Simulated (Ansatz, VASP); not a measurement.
# NiI2 in two plane-wave programs, part 2 of 3

Wanted: the spread between two codes on one cell, functional and k mesh.

VASP 6.6.1 and Ansatz 0.2.0.

So far: The starting structure; VASP: band structure, LDA.

The database entry behind the starting cell differs from later determinations by our own check (c about 0.7 % short), so it need not match the best structure at ambient conditions.

## (3) Ansatz: band structure, LDA

Level of this step: Ansatz beside VASP: Kohn-Sham DFT, plane waves, LDA (Ansatz).

Ansatz runs on its default PAW (the set named soft_2) files.

The same cell, functional (in two slightly different forms), mesh and smearing now go to Ansatz, which takes its cutoff from its data sets.

The input, input.yaml:

```yaml
crystal:
  lattice:
    - [1.9515, 1.1266990503, 6.5566666667]
    - [-1.9515, 1.1266990503, 6.5566666667]
    - [0.0, -2.2533981006, 6.5566666667]
  atoms:
    - { symbol: Ni, position: [0.0, 0.0, 0.0], spin: 1.0 }
    - { symbol: I, position: [0.25, 0.25, 0.25] }
    - { symbol: I, position: [0.75, 0.75, 0.75] }
hamiltonian:
  xc: lda
  pseudopotentials: { kind: paw }
magnetization:
  spin_polarized: true
kpoints:
  mp_grid: { grid: [4, 4, 4] }
  band_path:
    path:
      - [0.0, 0.0, 0.0]
      - [0.13333, 0.0, 0.0]
      - [0.3, 0.0, 0.0]
      - [0.46667, 0.0, 0.0]
      - [0.5, 0.03727, -0.03727]
      - [0.5, 0.09939, -0.09939]
      - [0.5, 0.16151, -0.16151]
      - [0.77183, 0.5, 0.22817]
      - [0.66728, 0.5, 0.33272]
      - [0.56273, 0.5, 0.43727]
      - [0.46667, 0.46667, 0.46667]
      - [0.3, 0.3, 0.3]
      - [0.13333, 0.13333, 0.13333]
      - [0.0, 0.0, 0.0]
      - [0.11439, 0.0, -0.11439]
      - [0.20591, 0.0, -0.20591]
      - [0.3203, 0.0, -0.3203]
      - [0.62546, 0.37454, 0.0]
      - [0.57318, 0.42682, 0.0]
      - [0.52091, 0.47909, 0.0]
      - [0.52091, 0.52091, 0.02485]
      - [0.57318, 0.57318, 0.08696]
      - [0.62546, 0.62546, 0.14908]
      - [0.64637, 0.64637, 0.20726]
      - [0.59409, 0.59409, 0.31181]
      - [0.54182, 0.54182, 0.41636]
      - [0.5, 0.0, 0.0]
      - [0.60455, 0.11439, 0.11439]
      - [0.7091, 0.22878, 0.22878]
      - [0.81365, 0.34318, 0.34318]
    npoints: 1
scf:
  occupations: { method: gaussian, width: 0.02 }
  n_extra_bands: 9
output:
  forces: true
  stress: true
  eigenvalues: true
```

The run is started by

```sh
> ansatz run input.yaml --threads 2 --pin off --max-ram 4608MiB --backend cpu --events-out ev --progress --plain --runs-dir out
```

Numbers of over 12 decimals in the logs are rounded to 6 here.

The program printed:

```text
basis.fft_grid_basis auto: the FFT boxes are laid along the combinations [[1, 0, -1], [0, 1, -1], [0, 0, 1]] of the cell's own vectors, 3.903, 3.903 and 6.933 Å long. The dense box has 27×27×48 points. Along the cell's own vectors, as sized, it would have 48×48×48, 3.16 times as many. Of the 12 symmetry operations that the crystal satisfies within crystal.symmetry.tolerance (time reversal apart; of a slab, those that [...]
scf.n_extra_bands = 9 over 26 filled bands (N_el = 52.0): the run solves 35 bands
Engine: ansatz 0.2.0, aarch64-unknown-linux-gnu
Pseudopotentials: kind: paw
Pseudopotential: Ni, paw, valence charge 18, recommended cutoff 420 eV (normal), Ni.paw.azcp
Pseudopotential: I, paw, valence charge 17, recommended cutoff 420 eV (normal), I.paw.azcp
Functional definition: SPW92
  exchange = slater_x
  correlation = pw_c
Crystal: 3 atoms, lattice volume = 86.499 Å³
Basis set: ecut = 420 eV, 1737 PW (Γ), FFT grids on a1−a3, a2−a3, a3
Bands: 35, of which v1, the nominal top of the filled ones, is band 26 counted from 1 (25 counted from 0)
Symmetry: 12 space group operations
Space group: R-3m (ITA 166), of the structure as read, at distance tolerance 4.4e-5 Å
Magnetic group: BNS 166.97 (UNI 1327), of the structure as read, at distance tolerance 4.4e-5 Å
k-points: 13 of 64
Non-local potential: Ni, projectors of the file, l = 0: 3, l = 1: 2, l = 2: 3, l = 3: 1
Non-local potential: I, projectors of the file, l = 0: 2, l = 1: 2, l = 2: 2, l = 3: 2
PAW form: soft (Blöchl's): semilocal exchange-correlation on the pseudo side does not see the compensation charge
PAW frozen core: Ni, regenerated for the run's functional, and the local potential with it (the file was generated under x = pbe(κ = 0.804, μ = 0.219515), c = pbe(β = 0.066725))
PAW frozen core: I, regenerated for the run's functional, and the local potential with it (the file was generated under x = pbe(κ = 0.804, μ = 0.219515), c = pbe(β = 0.066725))
PAW one-centre angular grid: Ni, 590 points (default); XC on 64 Gauss nodes
PAW one-centre angular grid: I, 590 points (default); XC on 64 Gauss nodes
Initial density: superposition of atomic densities (chi_scale 0.1, normalization cell, long waves kept (reshape's long-wave potential 0.11 eV rms))
Starting moments: Σ|m| = 1 μB on 1 of 3 sites
Initial wavefunctions: pseudopotential atomic-orbital guess
Functional: x = slater, c = lda
SCF iter   1: F=—  HF=-20484.394517 eV  |F-HF|=—  |Δ(HF+E_count)|=         —  Δρ=1.15e-1 (↑3.20e-2 ↓1.15e-1)  dr2=2.36e1  dr2_m=1.52e0  M=0.156 μB ∫|m|=0.167 μB  β_m=0.30  ethr=3.10e-3  ⟨swp⟩=7.9  Hψ=4296  notcnv=0
Mixer restart at iter 1: flushing history
preconditioner: auto → Resta (q_TF=auto, 2.506 Å⁻¹)  ε∞=4.6  [insulator: Δε(μ)=0.041 eV  Ē_g=10.321 eV  σ=0.020 eV  W_gap=0.80  n_scr=28 (ndim 8)  ℏωp=19.6 eV  f_vac=0.046  D(μ)=3.84/eV (n_scr^D=28)  ε∞_Penn≈4.6]
spin=Collinear: Resta preconditioning applied to the charge; magnetization (m = ρ↑ − ρ↓) channel mixes plain (no charge-response kernel on spin).
SCF iter   2: F=—  HF=-20485.411740 eV  |F-HF|=—  |Δ(HF+E_count)|=    1.02e0  Δρ=3.61e-2 (↑1.32e-2 ↓3.61e-2)  dr2=1.15e0  dr2_m=2.09e-1  M=1.254 μB ∫|m|=1.262 μB  β_m=0.29  ethr=3.10e-3  ⟨swp⟩=4.0  Hψ=2225  notcnv=0  defer=84
SCF iter   3: F=—  HF=-20484.831949 eV  |F-HF|=—  |Δ(HF+E_count)|=   5.80e-1  Δρ=2.06e-2 (↑8.20e-3 ↓2.06e-2)  dr2=1.33e0  dr2_m=5.71e-2  M=0.834 μB ∫|m|=0.847 μB  β_m=0.39  ethr=2.21e-3  ⟨swp⟩=2.1  Hψ=1475  notcnv=0  defer=94
SCF iter   4: F=—  HF=-20484.970218 eV  |F-HF|=—  |Δ(HF+E_count)|=   1.38e-1  Δρ=1.65e-2 (↑1.20e-2 ↓1.65e-2)  dr2=2.48e-2  dr2_m=1.55e-1  M=1.298 μB ∫|m|=1.316 μB  β_m=0.32  ethr=2.21e-3  ⟨swp⟩=3.0  Hψ=1389  notcnv=0  defer=88
SCF iter   5: F=—  HF=-20484.927070 eV  |F-HF|=—  |Δ(HF+E_count)|=         —  Δρ=1.16e-2 (↑7.74e-3 ↓1.16e-2)  dr2=1.60e-2  dr2_m=6.99e-2  M=1.251 μB ∫|m|=1.273 μB  β_m=0.32  ethr=4.77e-5  ⟨swp⟩=2.4  Hψ=1358  notcnv=0  defer=93
Mixer restart at iter 5: flushing history
SCF iter   6: F=—  HF=-20484.943355 eV  |F-HF|=—  |Δ(HF+E_count)|=         —  Δρ=1.24e-2 (↑8.51e-3 ↓1.24e-2)  dr2=1.20e-2  dr2_m=8.46e-2  M=1.358 μB ∫|m|=1.381 μB  β_m=0.32  ethr=3.07e-5  ⟨swp⟩=2.0  Hψ=1157  notcnv=0  defer=93
Mixer restart at iter 6: flushing history
SCF iter   7: F=—  HF=-20484.952956 eV  |F-HF|=—  |Δ(HF+E_count)|=   9.60e-3  Δρ=9.46e-3 (↑6.79e-3 ↓9.46e-3)  dr2=7.12e-3  dr2_m=5.12e-2  M=1.374 μB ∫|m|=1.400 μB  β_m=0.62  ethr=2.31e-5  ⟨swp⟩=2.0  Hψ=1145  notcnv=0  defer=93
SCF iter   8: F=—  HF=-20484.972482 eV  |F-HF|=—  |Δ(HF+E_count)|=   1.95e-2  Δρ=9.57e-3 (↑4.54e-3 ↓9.57e-3)  dr2=2.37e-2  dr2_m=3.88e-2  M=1.615 μB ∫|m|=1.649 μB  β_m=0.77  ethr=1.37e-5  ⟨swp⟩=3.4  Hψ=1869  notcnv=0  defer=93
SCF iter   9: F=—  HF=-20484.967605 eV  |F-HF|=—  |Δ(HF+E_count)|=   4.88e-3  Δρ=2.71e-3 (↑2.71e-3 ↓2.33e-3)  dr2=8.29e-4  dr2_m=4.80e-3  M=1.622 μB ∫|m|=1.659 μB  β_m=0.88  ethr=1.37e-5  ⟨swp⟩=2.7  Hψ=1579  notcnv=0  defer=93
SCF iter  10: F=—  HF=-20484.967027 eV  |F-HF|=—  |Δ(HF+E_count)|=   5.78e-4  Δρ=3.61e-3 (↑1.90e-3 ↓3.61e-3)  dr2=3.37e-3  dr2_m=5.90e-3  M=1.622 μB ∫|m|=1.664 μB  β_m=0.88  ethr=1.60e-6  ⟨swp⟩=2.4  Hψ=1743  notcnv=0  defer=94
SCF iter  11: F=—  HF=-20484.968026 eV  |F-HF|=—  |Δ(HF+E_count)|=   1.00e-3  Δρ=9.50e-4 (↑2.34e-4 ↓9.50e-4)  dr2=9.44e-4  dr2_m=1.11e-4  M=1.607 μB ∫|m|=1.647 μB  β_m=0.83  ethr=1.60e-6  ⟨swp⟩=2.1  Hψ=1360  notcnv=0  defer=94
SCF iter  12: F=—  HF=-20484.968018 eV  |F-HF|=—  |Δ(HF+E_count)|=   8.68e-6  Δρ=3.14e-4 (↑1.79e-4 ↓3.14e-4)  dr2=1.69e-5  dr2_m=4.73e-5  M=1.612 μB ∫|m|=1.652 μB  β_m=0.75  ethr=1.60e-6  ⟨swp⟩=2.0  Hψ=1101  notcnv=0  defer=94
SCF iter  13: F=—  HF=-20484.968013 eV  |F-HF|=—  |Δ(HF+E_count)|=   4.38e-6  Δρ=1.51e-5 (↑1.51e-5 ↓1.51e-5)  dr2=8.59e-7  dr2_m=4.00e-9  M=1.612 μB ∫|m|=1.652 μB  β_m=0.83  ethr=3.25e-8  ⟨swp⟩=2.0  Hψ=1211  notcnv=0  defer=94
SCF iter  14: F=—  HF=-20484.968014 eV  |F-HF|=—  |Δ(HF+E_count)|=   2.08e-7  Δρ=3.97e-5 (↑1.69e-5 ↓3.97e-5)  dr2=5.50e-7  dr2_m=6.21e-7  M=1.612 μB ∫|m|=1.652 μB  β_m=0.83  ethr=1.65e-9  ⟨swp⟩=1.8  Hψ=970  notcnv=0  defer=94
SCF iter  15: F=—  HF=-20484.968014 eV  |F-HF|=—  |Δ(HF+E_count)|=   1.83e-8  Δρ=7.14e-6 (↑3.73e-6 ↓7.14e-6)  dr2=1.51e-8  dr2_m=2.26e-8  M=1.612 μB ∫|m|=1.652 μB  β_m=0.82  ethr=1.06e-9  ⟨swp⟩=2.0  Hψ=1073  notcnv=0  defer=94
SCF iter  16: F=-20484.968014 eV  HF=-20484.968014 eV  |F-HF|=1.62e-8  |Δ(HF+E_count)|=   1.62e-9  Δρ=5.38e-6 (↑1.04e-6 ↓5.38e-6)  dr2=1.88e-8  dr2_m=7.74e-9  M=1.612 μB ∫|m|=1.652 μB  ethr=2.90e-11  ⟨swp⟩=11.0  Hψ=4665  notcnv=0
SCF 1 converged in 16 iterations: F = -20484.968014 eV  dr2 = 1.88e-8
  greatest PAW one-centre occupation: 1.003 electrons in one spin orbital (limit 2), on the Ni atom at site 0 (counted from 0), in its partial waves of l = 1
NSCF: frozen V_eff on 30 k-points
SCF converged after 16 iterations
Magnetization: 1.6119 μB (26.8060 up, 25.1940 down)
Absolute magnetization: 1.6525 μB (∫|ρ↑−ρ↓|, with the PAW one-centre terms)
Spin contamination: 0.0111 ħ² per cell (⟨S²⟩ above its minimum at these occupations)
Per-site moments (μB) at R_I (Å): [(1.062882, 1.149438), (0.180799, 1.149438), (0.180799, 1.149438)]
Free energy (F): -20484.968014 eV
Harris-Foulkes:  -20484.968014 eV  (|F-HF|=1.62e-8)
Internal energy: -20484.967166 eV  (E = F + TS)
E sigma→0 (E₀):  -20484.967590 eV
Entropy (-TS):   -0.000848 eV (-0.283 meV/atom)
Fermi energy:    8.088226 eV
--- Per-component energies (eV) ---
  E_band       = -1157.789588
  E_kinetic    = 659.488229
  E_local      = -9058.487592  (includes V_loc(G=0)·N_el)
  E_nonlocal   = 475.498546
  E_hartree    = 4251.903159
  E_xc         = -336.061220
  E_vxc        = -362.693411  (∫ρ·V_xc dr)
  E_paw        = -10888.827650  (= ΣΔE_a)
  E_vpaw       = -1375.391147  (= ΣTr[D̂ρ^β])
  E_aug_tail   = 0.000517  (compensation charges beyond the density's cutoff)
  E_ewald      = -5590.477706
  E_core_change = 1.996551  (= ΣΔE_core)
  E_smearing   = -0.000848  (= −TS)
  E_closure    = -0.000000  (closes the sum)
  Σ components = -20484.968014   (vs F -20484.968014, Δ=0.00e0)
--- Forces (eV/Å), atoms counted from 1 ---
  atom   1  Ni    -0.00000000     0.00000000     0.00000000
  atom   2  I      0.00000000    -0.00000000     1.20609564
  atom   3  I     -0.00000000     0.00000000    -1.20609564
  max |Σ_I F_I| component: 6.11e-30 eV/Å
--- Stress (GPa, compression-positive) ---
       -5.260472       0.000000       0.000000
        0.000000      -5.260472      -0.000000
        0.000000      -0.000000      -7.567464
  P = ⅓ Tr σ = -6.0295 GPa (-60.295 kbar)
--- Band table (eV; the first three rows and the last of 26) ---
  k-point 0 ↑: bands = [... 22 lower, 7.2165, 7.3909, 7.3909, 8.1114, 8.1114, 11.2842, 12.4387, 14.4336, ... 5 higher]
  k-point 1 ↑: bands = [... 22 lower, 6.2663, 6.7009, 7.0252, 7.6127, 7.7750, 12.0025, 13.3829, 14.6700, ... 5 higher]
  k-point 2 ↑: bands = [... 22 lower, 6.1771, 6.4787, 6.5817, 7.2650, 7.6545, 11.2747, 12.5627, 14.5148, ... 5 higher]
  k-point 12 ↓: bands = [... 22 lower, 7.1736, 7.3446, 7.3446, 8.9455, 8.9455, 12.8375, 12.9823, 14.8719, ... 5 higher]
```

Wall time 12 s (2 threads of Arm Neoverse N1, shared host); peak memory 0.36 GiB; 22 s of CPU time.

The column dr2 measures how far the density is from self-consistency, as an energy; F and HF (Harris–Foulkes) agree once it is small.

## (4) Comparison

Known differences besides the PAW data sets themselves: the two LDA forms differ slightly; the data sets hold 52 valence electrons in Ansatz (default PAW (the set named soft_2) files) and 24 in VASP; the cutoff is 420 eV in Ansatz and 400 eV in VASP; Ansatz makes its cores anew for this functional, VASP keeps those of its PBE data sets; site moments are counted in spheres of each program's own size. Total energies have different zeros and are not compared.

The two programs side by side:

| quantity | Ansatz | VASP | difference |
| --- | --- | --- | --- |
| pressure (GPa) | -6.03 | -6.45 | +0.42 |
| total moment (μB) | 1.61 | 1.38 | +0.24 |
| moment on Ni1 (μB) | 1.06 | 0.91 | +0.15 |
| moment on I2 (μB) | 0.18 | 0.15 | +0.03 |
| moment on I3 (μB) | 0.18 | 0.15 | +0.03 |

Forces (eV/Å; atoms numbered as in POSCAR):

| atom | Ansatz x, y, z | VASP x, y, z |
| --- | --- | --- |
| Ni1 | 0.000, 0.000, 0.000 | 0.000, 0.000, 0.000 |
| I2 | 0.000, 0.000, 1.206 | 0.000, 0.000, 1.196 |
| I3 | 0.000, 0.000, -1.206 | 0.000, 0.000, -1.196 |

The forces differ by 5.0 meV/Å r.m.s., which is 0.9 % of the r.m.s. force of 0.56 eV/Å (both taken over all components). By their total or site moments the two runs ended in different magnetic states; the other differences may follow from that, so they don't measure the programs' precision.

## (5) Looking for the cause

The difference is large enough to ask for its cause, so further runs change the set-up of one program at a time, as the table lists.

| run | difference in total moment (μB) |
| --- | --- |
| as above | 0.24 |
| a start from the moments at which VASP ended, with Ansatz's search for lower states switched off | 0.24 |
| cores kept as stored, as VASP does, whose cores stay as stored | 0.23 |

## (6) VASP: band structure, r2SCAN

Levels along a path test the potential and the projectors away from the mesh points.

The input, INCAR:

```
SYSTEM = NiI2
PREC = Accurate
ENCUT = 400
EDIFF = 1E-06
NELM = 100
ISMEAR = 0
SIGMA = 0.02
LREAL = .FALSE.
ALGO = Normal
METAGGA = R2SCAN
LASPH = .TRUE.
NBANDS = 26
ISPIN = 2
MAGMOM = 1 0 0
LMAXMIX = 4
LORBIT = 11
LWAVE = .FALSE.
LCHARG = .FALSE.
KPAR = 4
```

The input, POSCAR:

```
NiI2
1.0
    1.9515000000      1.1266990503      6.5566666667
   -1.9515000000      1.1266990503      6.5566666667
    0.0000000000     -2.2533981006      6.5566666667
Ni I
1 2
Direct
    0.0000000000      0.0000000000      0.0000000000
    0.2500000000      0.2500000000      0.2500000000
    0.7500000000      0.7500000000      0.7500000000
```

The input, KPOINTS:

```
Automatic mesh
0
Gamma
4 4 4
0 0 0
```

The input, KPOINTS_OPT:

```
Line mode
16
Line-mode
Reciprocal
  0.00000000   0.00000000   0.00000000 GAMMA
  0.50000000   0.00000000   0.00000000 L

  0.50000000   0.00000000   0.00000000 L
  0.50000000   0.18635271  -0.18635271 B1

  0.81364729   0.50000000   0.18635271 B
  0.50000000   0.50000000   0.50000000 Z

  0.50000000   0.50000000   0.50000000 Z
  0.00000000   0.00000000   0.00000000 GAMMA

  0.00000000   0.00000000   0.00000000 GAMMA
  0.34317635   0.00000000  -0.34317635 X

  0.65682365   0.34317635   0.00000000 Q
  0.50000000   0.50000000   0.00000000 F

  0.50000000   0.50000000   0.00000000 F
  0.65682365   0.65682365   0.18635271 P1

  0.65682365   0.65682365   0.18635271 P1
  0.50000000   0.50000000   0.50000000 Z

  0.50000000   0.00000000   0.00000000 L
  0.81364729   0.34317635   0.34317635 P
```

PAW data sets: Ni and I (PBE family, release 64).

The run is started by

```sh
> mpirun -np 4 vasp_std
```

The program printed:

```text
[banner, memory and clock lines left out]
running    4 mpi-ranks, on    1 nodes
[...]
[... a notice as in an earlier step ...]

 LDA part: xc-table for (None), standard interpolation
 POSCAR, INCAR and KPOINTS ok, starting setup
[...]
entering main loop
       N       E                     dE             d eps       ncg     rms          rms(c)
DAV:   1     0.762599119922E+02    0.76260E+02   -0.78919E+03  1352   0.670E+02
DAV:   2    -0.546293779393E+02   -0.13089E+03   -0.12146E+03  1474   0.175E+02
DAV:   3    -0.656327582203E+02   -0.11003E+02   -0.10785E+02  1656   0.572E+01
DAV:   4    -0.658984946746E+02   -0.26574E+00   -0.26551E+00  1732   0.889E+00
[...]
DAV:  13    -0.619369044654E+02   -0.76995E-04   -0.40796E-04  2008   0.238E-01    0.588E-02
DAV:  14    -0.619368981121E+02    0.63533E-05   -0.10235E-04  1786   0.128E-01    0.384E-02
DAV:  15    -0.619368980294E+02    0.82682E-07   -0.72161E-06  1868   0.198E-02
   1 F= -.61936898E+02 E0= -.61936898E+02  d E =-.902414E-25  mag=     2.0011
 Start KPOINTS_OPT (optional k-point list driver)
k-point batch [1-13\144]
       N       E                     dE             ncg
DAV:   1     0.205721913033E+04   -0.12519E+04     1368
DAV:   2     0.320961370016E+03   -0.17363E+04     1506
DAV:   3     0.178759636497E+03   -0.14220E+03     1692
DAV:   4     0.175448621017E+03   -0.33110E+01     1780
DAV:   5     0.175372853778E+03   -0.75767E-01     1690
DAV:   6     0.175368887379E+03   -0.39664E-02     1890
DAV:   7     0.175368779836E+03   -0.10754E-03     1776
DAV:   8     0.175368776774E+03   -0.30625E-05     1260
DAV:   9     0.175368776504E+03   -0.26972E-06     1036
[...]
k-point batch [144-144\144]
       N       E                     dE             ncg
DAV:   1     0.851311407764E+04   -0.52685E+03      104
DAV:   2     0.837173356309E+04   -0.14138E+03      114
DAV:   3     0.835991585253E+04   -0.11818E+02      140
DAV:   4     0.835962722381E+04   -0.28863E+00      152
DAV:   5     0.835962377956E+04   -0.34443E-02      136
DAV:   6     0.835962356772E+04   -0.21184E-03      168
DAV:   7     0.835962356696E+04   -0.76665E-06      136
```

OUTCAR, selected parts (step 6):

```text
  Total        0.3525760      0.3525760     -1.0894740      0.0000000      0.0000000      0.0000000
  in kB        6.5305916      6.5305916    -20.1797886      0.0000000      0.0000000      0.0000000
  external PRESSURE =      -2.3728685 kB  Pullay stress =       0.0000000 kB

 POSITION                                       TOTAL-FORCE (eV/Angst)
 -----------------------------------------------------------------------------------
      0.00000      0.00000      0.00000         0.000000      0.000000      0.000000
      0.00000      0.00000      4.91750         0.000000      0.000000      0.790966
      0.00000      0.00000     14.75250         0.000000     -0.000000     -0.790966
 -----------------------------------------------------------------------------------
    total drift:                               -0.000000     -0.000000      0.000000

  FREE ENERGIE OF THE ION-ELECTRON SYSTEM (eV)
  ---------------------------------------------------
  free  energy   TOTEN  =       -61.9368980294 eV

  energy  without entropy=      -61.9368980294  energy(sigma->0) =      -61.93689803

 magnetization (x)
# of ion       s       p       d       tot
------------------------------------------
    1       -0.001  -0.006   1.419   1.411
    2        0.010   0.199   0.000   0.209
    3        0.010   0.199   0.000   0.209
--------------------------------------------------
tot          0.019   0.391   1.420   1.830

[... 2 parts as in an earlier step ...]

[... 1 further part left out ...]
[key lines of the parts left out:]
E-fermi :   4.7165
```

Direct gaps are counted within one spin. The valence top and the conduction bottom belong to opposite spins.

## (7) Ansatz: band structure, r2SCAN

The same cell, functional, mesh and smearing now go to Ansatz, which takes its cutoff from its data sets.

Edit input.yaml of step 3 so:

```diff
@@ -10,3 +10,3 @@
 hamiltonian:
-  xc: lda
+  xc: r2scan
   pseudopotentials: { kind: paw }
```

The run is started by

```sh
> ansatz run input.yaml --threads 2 --pin off --max-ram 4608MiB --backend cpu --events-out ev --progress --plain --runs-dir out
```

The program printed:

```text
[...]
Crystal: 3 atoms, lattice volume = 86.499 Å³
Basis set: ecut = 500 eV, 2177 PW (Γ), FFT grids on a1−a3, a2−a3, a3, exchange–correlation on 120×120×216 points (64 copies of the dense FFT grid, shifted against one another)
Bands: 35, of which v1, the nominal top of the filled ones, is band 26 counted from 1 (25 counted from 0)
[...]
k-point 1 ↑: bands = [... 22 lower, 5.6684, 5.9843, 6.7887, 7.2947, 7.4621, 12.4708, 14.1685, 15.2956, ... 5 higher]
  k-point 2 ↑: bands = [... 22 lower, 5.3787, 5.5834, 6.0727, 6.5979, 7.2528, 11.6533, 13.2408, 15.1994, ... 5 higher]
  k-point 12 ↓: bands = [... 22 lower, 6.5494, 7.5041, 7.5041, 9.5877, 9.5877, 13.6562, 13.8363, 15.3316, ... 5 higher]
[key lines of the parts left out:]
SCF converged after 16 iterations
Magnetization: 2.0000 μB (27.0000 up, 25.0000 down)
Free energy (F): -20902.220544 eV
Fermi energy:    8.350640 eV
P = ⅓ Tr σ = -0.0377 GPa (-0.377 kbar)
```

Run time: 31 s. Hardware: 2 threads; peak memory 0.6 GiB; 60 s of CPU time.

## (8) Comparison

What differs besides the data sets and the points named for the pairs above, as far as they apply: VASP keeps PBE cores, Ansatz makes them for the functional; the cutoff is 500 eV in Ansatz and 400 eV in VASP. Total energies have different zeros and are not compared.

The two programs side by side:

| quantity | Ansatz | VASP | difference |
| --- | --- | --- | --- |
| pressure (GPa) | -0.04 | -0.24 | +0.20 |
| total moment (μB) | 2.00 | 2.00 | 0.00 |
| moment on Ni1 (μB) | 1.44 | 1.41 | +0.03 |
| moment on I2 (μB) | 0.20 | 0.21 | -0.01 |
| moment on I3 (μB) | 0.20 | 0.21 | -0.01 |

Forces (eV/Å; atoms numbered as in POSCAR):

| atom | Ansatz x, y, z | VASP x, y, z |
| --- | --- | --- |
| Ni1 | 0.000, 0.000, 0.000 | 0.000, 0.000, 0.000 |
| I2 | 0.000, 0.000, 0.791 | 0.000, 0.000, 0.791 |
| I3 | 0.000, 0.000, -0.791 | 0.000, 0.000, -0.791 |

The forces differ by 0.2 meV/Å r.m.s., which is 0.1 % of the r.m.s. force of 0.37 eV/Å (both taken over all components). Ansatz's pressure holds a Pulay correction of 0.06 GPa; VASP's holds none.

## (9) Looking for the cause

An all-electron run, which needs no data sets, serves as referee.

| run | difference in moment on Ni1 (μB) |
| --- | --- |
| as above | 0.027 |
| Ansatz's all-electron LAPW method | 0.026 |

(Continued in part 3 of 3.)

[Lines on the potential files, build, host, timing and source positions are cut from VASP's logs without a mark.]

[Logs are printed without paths, hosts, clocks, repeated set-up lines and the standing remarks that a program may print on its own settings, such as how far it seeks lower states.]

[Hosts, paths, dates, database ids (printed as entryN), source tags and the programs' standing remarks are cut or masked in the printed files.]
